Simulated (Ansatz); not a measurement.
# Li2Se: molecular dynamics by PAW and LAPW

Aim: follow Li2Se in time (20 steps of 2 fs under a Langevin thermostat at 1200 K) with PAW and LAPW. Both runs start alike, so that frozen cores can be judged against all electrons.

Program: Ansatz 0.2.0. Level of theory: DFT LDA, scalar-relativistic. These are calculated values, not measurements.

## (1) The starting structure

The cell holds 3 atoms (Li2Se): a = 4.246 Å, b = 4.246 Å, c = 4.246 Å, α = 60.00°, β = 60.00°, γ = 60.00°.

Structure file:

```
Li Se
1.0
     0.00000    3.00250    3.00250
     3.00250    0.00000    3.00250
     3.00250    3.00250    0.00000
Li Se
2 1
Direct
  0.25000 0.25000 0.25000
  0.75000 0.75000 0.75000
  0.00000 0.00000 0.00000
```

The cell comes from a crystallographic database entry that wasn't checked; take it as a given geometry, which may be far from equilibrium.

## (2) PAW with frozen cores

Contents of input.yaml:

```yaml
crystal:
  lattice:
    - [0.0, 3.0025, 3.0025]
    - [3.0025, 0.0, 3.0025]
    - [3.0025, 3.0025, 0.0]
  atoms:
    - { symbol: Li, position: [0.25, 0.25, 0.25] }
    - { symbol: Li, position: [0.75, 0.75, 0.75] }
    - { symbol: Se, position: [0.0, 0.0, 0.0] }
kpoints:
  mp_grid: { grid: [6, 6, 6] }
scf:
  occupations: { method: fermi_dirac, width: 0.08 }
hamiltonian:
  xc: lda
  pseudopotentials: { kind: paw }
output:
  forces: true
  stress: true
md:
  timestep: 2.0
  n_steps: 20
  ensemble: nvt_langevin
  temperature: 1200
  initial_velocities: maxwell_boltzmann
  seed: 14427
```

Started as:

```
ansatz run input.yaml --threads 2 --pin off --max-ram 6144MiB --backend cpu --events-out ev --progress --plain --runs-dir out
```

## (6) LAPW, all electrons

input.yaml, as its differences from that of step 2:

```diff
@@ -15,3 +15,3 @@
   xc: lda
-  pseudopotentials: { kind: paw }
+  pseudopotentials: { kind: all_electron, lapw: { basis_error: 0.001 } }
 output:
```

(Steps that only read results are left out.)

Q: Predict the outcome of this session. Wanted: PAW: temperature, first and last step; PAW: temperature, second half; PAW: potential energy, second half; PAW: mean square displacement, second half; LAPW: temperature, first and last step; LAPW: temperature, second half; LAPW: potential energy, second half; LAPW: mean square displacement, second half.

The runs gave:

```
                                   quantity                                    value
                                PAW: length                         20 steps of 2 fs
      PAW: temperature, first and last step                            800 and 524 K
              PAW: temperature, second half            mean 401 K, from 174 to 658 K
         PAW: potential energy, second half  +86 meV/atom from this run's first step
 PAW: mean square displacement, second half                    Li 0.114, Se 0.002 Å²
                               LAPW: length                         20 steps of 2 fs
     LAPW: temperature, first and last step                            800 and 524 K
             LAPW: temperature, second half            mean 401 K, from 174 to 658 K
        LAPW: potential energy, second half  +86 meV/atom from this run's first step
LAPW: mean square displacement, second half                    Li 0.114, Se 0.002 Å²
```

Against a set 1200 K the second half averages 401 K, going from 378 to 524 K over that half; 86 meV/atom has gone into potential energy, and a thermostat that acts over some 100 fs has not made it up in 40 fs. No atom gets farther than 0.39 Å from its start, with the drift of the whole removed, against a typical distance of 2.6 Å between sites at the start. 40 fs on 3 atoms is far too short and small for converged averages. LAPW took about 4 times as long as PAW (2.2 min against 32 s, on a shared host and with the outputs that each input asks for).
